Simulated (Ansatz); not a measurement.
Below is a relaxed structure of NaH. The cell was found from a structure generator's guess, not taken from experiment.

Method: DFT PBE, scalar-relativistic, plane waves, PAW (Ansatz 0.2.0). Cutoff 420 eV, Γ-centred mesh, Gaussian smearing, no spin polarisation.

```xyz
4
Lattice="1.7630 1.0178 6.1057 -1.7630 1.0178 6.1057 0.0000 -2.0357 6.1057" Properties=species:S:1:pos:R:3 pbc="T T T"
Na    0.0000    0.0000   13.8845
Na    0.0000    0.0000   10.8741
H     0.0000    0.0000   18.0649
H     0.0000    0.0000    8.7275
```

Formation energies are uncorrected and refer to the elements' standard structures at the same level (H₂ as a molecule).

Question: What space group does it have?

Answer: R3m (No. 160). Conventional cell: a = 3.526 Å, c = 18.317 Å. Na on its first site is surrounded by 3 H at 2.25 Å and 3 H at 2.80 Å; around Na on its second site lie 1 H at 2.15 Å and 3 H at 2.31 Å; H on its first site is surrounded by 3 Na at 2.31 Å and 3 Na at 2.80 Å; around H on its second site lie 4 Na at 2.15–2.25 Å.

Question: How far does it lie from the elements in energy?

Answer: −0.123 eV/atom. A negative formation energy is needed for stability but isn't enough: competing phases decide.

Question: Is it a metal?

Answer: No, the gap on the 6×6×6 mesh is 3.26 eV.

The last run used a 6×6×6 mesh for its 4-atom cell and Gaussian smearing of 0.02 eV. Kohn–Sham gaps at this level usually fall short of measured ones. With hydrogen, zero-point motion can shift formation energies by some tens of meV/atom. A later test with randomly moved atoms led to a structure 49 meV/atom lower, so this end is a saddle point or a shallow minimum.
